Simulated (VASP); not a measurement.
Write the native input for VASP 6.6.1 that does the following.

```yaml
Task: optical spectrum
Functional: LDA
Potentials_or_basis: VASP PAW LDA potentials, release 64 (Ni, O)
Cutoff: 520 eV
k_mesh: 11 × 11 × 11
Occupations: gaussian, width 0.02 eV
Spin: collinear spin, ferromagnetic start
Starting_moments: "[1.0, 0.0] μB"
Further_INCAR_settings: ALGO = Normal; EDIFF = 1e-07; NBANDS = 40
```

The structure of NiO lies in POSCAR:

```
NiO
1.0
    0.0000000000      2.0859016414      2.0859016414
    2.0859016414      0.0000000000      2.0859016414
    2.0859016414      2.0859016414      0.0000000000
Ni O
1 1
Direct
    0.0000000000      0.0000000000      0.0000000000
    0.5000000000      0.5000000000      0.5000000000
```

The input as run:

INCAR

```
SYSTEM = NiO
ALGO = Normal ; CSHIFT = 0.1
EDIFF = 1E-7 ; ENCUT = 520
ISIF = 2 ; ISMEAR = 0
ISPIN = 2 ; LASPH = .True.
LCHARG = .False. ; LMAXMIX = 4
LOPTICS = .True. ; LORBIT = 11
LREAL = .False. ; LWAVE = .False.
MAGMOM = 1 0 ; NBANDS = 40
NEDOS = 2000 ; NELM = 100
PREC = Accurate ; SIGMA = 0.02
```

KPOINTS

```
k-points
0
Gamma
  11 11 11
  0 0 0
```

Potentials or basis: VASP PAW LDA potentials, release 64 (Ni, O).

Run with:

```sh
$ cat potpaw_LDA.64/Ni/POTCAR potpaw_LDA.64/O/POTCAR > POTCAR
$ mpirun -np 1 vasp_std > vasp.out
```

It gave:

```yaml
Pressure: -19.8 GPa
Band_gap_on_the_k_mesh: none (metal or under the smearing width)
Net_moment: 0.36 μB per cell
Site_moments: Ni +0.30; O +0.05 μB
Valence_electrons_inside_the_program's_atomic_spheres: Ni 9.09; O 4.90
```

Caveat: spectra need much finer meshes, so this one isn't converged; independent-particle spectra lack excitons; the intraband (Drude) part of a metal's response may be missing; so large a pressure means that the cell lies far from this level's equilibrium, or that cutoff or potentials fall short; semilocal functionals often make such compounds metallic where correlation or magnetic order opens a gap, which also shifts bond lengths.

Wall time 63 s on 1 thread of Intel(R) Xeon(R) 6975P-C (Granite Rapids) (shared host), peak memory 0.21 GiB.
